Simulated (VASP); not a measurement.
## BN: single point with PBE

BN:

```
N B
1.0
     0.00000    1.81300    1.81300
     1.81300    0.00000    1.81300
     1.81300    1.81300    0.00000
N B
1 1
Direct
  0.25000 0.25000 0.25000
  0.00000 0.00000 0.00000
```

The cell is a database's computed one.

```json
{
 "Program": "VASP 6.6.1",
 "Task": "single point",
 "Functional": "PBE",
 "Potentials or basis": "VASP PAW PBE potentials, release 64 (N, B)",
 "Cutoff": "520 eV",
 "k mesh": "13 × 13 × 13",
 "Occupations": "gaussian, width 0.018 eV",
 "Spin": "no spin polarisation"
}
```

```yaml
Pressure: -0.2 GPa
Band_gap_on_the_k_mesh: 4.52 eV, indirect (least direct gap 8.78 eV)
```

Levels at points of the mesh, in eV from the valence-band top:
```
           k point  band 1  band 2  band 3  band 4  band 5  band 6  band 7  band 8
(0.00, 0.00, 0.00)  -20.13    0.00    0.00    0.00    8.78    8.78    8.78   10.20
```

Wall time 19 s on 1 thread of AMD EPYC 7R43 64-Core Processor (Zen 3), with other jobs on the host, peak memory 0.08 GiB.

The gap isn't set beside the measured one, since this odd mesh misses points on the zone boundary.

Caveat: an odd mesh through Γ misses points on the zone boundary, where band edges often lie.
